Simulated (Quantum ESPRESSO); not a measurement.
Crystal: HfN.

```
Hf N
1.0
     0.00000    2.25600    2.25600
     2.25600    0.00000    2.25600
     2.25600    2.25600    0.00000
Hf N
1 1
Direct
  0.00000 0.00000 0.00000
  0.50000 0.50000 0.50000
```

Program: Quantum ESPRESSO 7.5. Alike in all runs: cell as given; k mesh 10 × 10 × 10; smearing fermi-dirac 0.05 eV.

**Question.** Order these runs on this cell by their pressure, lowest first.
A. level PBE; potentials or basis PseudoDojo 0.4.1 SR PBE standard; spin off; cutoff (eV) 1143; mixing beta 0.5
B. level PBEsol+U; potentials or basis GBRV 1.5 PBEsol; spin off; U Hf d U = 1 eV; cutoff (eV) 612; hubbard projectors ortho-atomic; mixing beta 0.3
C. level PBEsol+U; potentials or basis GBRV 1.5 PBEsol; spin off; U Hf d U = 2 eV; cutoff (eV) 612; hubbard projectors ortho-atomic; mixing beta 0.3
D. level PBEsol+U; potentials or basis GBRV 1.5 PBEsol; spin off; U Hf d U = 3 eV; cutoff (eV) 612; hubbard projectors ortho-atomic; mixing beta 0.3
E. level PBEsol; potentials or basis PseudoDojo 0.4 FR PBEsol standard; spin SOC, no magnetisation; cutoff (eV) 1143; mixing beta 0.5

**Answer.** E (-2.8 GPa), B (-1.1 GPa), C (0.8 GPa), D (2.7 GPa), A (5.9 GPa).

Caveats: U without spin polarisation on a metal has little footing (some runs).

Not every run made on this cell is shown here.
